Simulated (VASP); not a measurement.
Wanted: the native input for a VASP 6.6.1 run.

| Quantity | Value |
| --- | --- |
| Task | relaxation of the atoms |
| Functional | LDA |
| Potentials or basis | VASP PAW LDA potentials, release 64 (Au) |
| Cutoff | 600 eV |
| k mesh | 16 × 16 × 16 |
| Occupations | methfessel-paxton, width 0.1 eV |
| Spin | no spin polarisation |
| Further INCAR settings | ALGO = Normal; EDIFF = 1e-07; IBRION = 2; EDIFFG = -0.01; NSW = 40 |

The structure of Au lies in POSCAR:

```
Au                                      
1.0
    0.0000000000      2.0528767375      2.0528767375
    2.0528767375      0.0000000000      2.0528767375
    2.0528767375      2.0528767375      0.0000000000
  Au            
     1
Direct
     0.0000000000000000    0.0000000000000000    0.0000000000000000
```

The cell isn't the ideal one: a relaxed cell with its volume scaled by 1.04.

One way to write it, as run:

INCAR

```
PREC     = Accurate       # precision mode
ENCUT    = 600            # plane-wave cutoff, eV
EDIFF    = 1E-7           # SCF threshold, eV
ISMEAR   = 1              # smearing method
SIGMA    = 0.1            # smearing width, eV
LREAL    = False          # projectors in reciprocal space
LASPH    = True           # aspherical terms in the spheres
NELM     = 80             # most SCF steps
ALGO     = Normal         # electronic algorithm
ISIF     = 2              # what is computed and relaxed
LWAVE    = False          # write WAVECAR
LCHARG   = False          # write CHGCAR
IBRION   = 2              # ionic algorithm
NSW      = 40             # ionic steps
EDIFFG   = -0.01          # ionic threshold
```

KPOINTS

```
regular mesh
0
Gamma
  16 16 16
```

Potentials or basis: VASP PAW LDA potentials, release 64 (Au).

Launch:

```sh
$ cat potpaw_LDA.64/Au/POTCAR > POTCAR
$ mpirun -np 1 vasp_std > vasp.out
```

Results of the run:

The pressure after relaxing is -6.8 GPa and the band gap on the k mesh is none (metal or under the smearing width).

Caveat: the relaxation stopped at its first step, so nothing moved.

Wall time 13 s on 1 thread of AMD EPYC 9R45 (Zen 5) (shared host), peak memory 0.12 GiB.
